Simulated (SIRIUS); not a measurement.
## Sn: single point with PW91

Sn:

```xyz
2
Lattice="-1.6348 1.8025 -2.2947 -1.7557 1.7419 2.3379 3.3184 3.4742 -0.1354" Properties=species:S:1:pos:R:3 pbc="T T T"
Sn   -0.0059    0.0110    0.0034
Sn   -0.0302    3.4984   -0.0495
```

This isn't the form of Sn at room conditions, which is tetragonal (white tin).

The cell isn't the ideal one: all atoms moved at random.

- Program: SIRIUS 7.10.0
- Task: single point
- Functional: PW91
- Potentials or basis: PseudoDojo 0.4.1 PBE standard (scalar relativistic)
- Cutoff: 983 eV
- Density cutoff: 3932 eV
- k mesh: 4 × 4 × 3
- Occupations: fermi-dirac, width 0.05 eV
- Spin: no spin polarisation

```yaml
Pressure: 1.2 GPa
Largest_force: 0.036 eV/Å
Band_gap_on_the_k_mesh: none (metal or under the smearing width)
```

Forces in eV/Å, atoms in the order of the input:
```
Sn  -0.014  0.023  0.023
Sn   0.014 -0.023 -0.023
```

Stress tensor (GPa, compression positive):
```
-0.57  0.77 -0.05
 0.77  1.34 -1.84
-0.05 -1.84  2.87
```

Wall time 74 s on 1 thread of Arm Neoverse N1, with other jobs on the host, peak memory 0.35 GiB.

Caveat: the k mesh is coarse (spacing up to 0.47 Å⁻¹), so the values aren't converged; the potentials were made for another functional, which shifts forces and pressure.
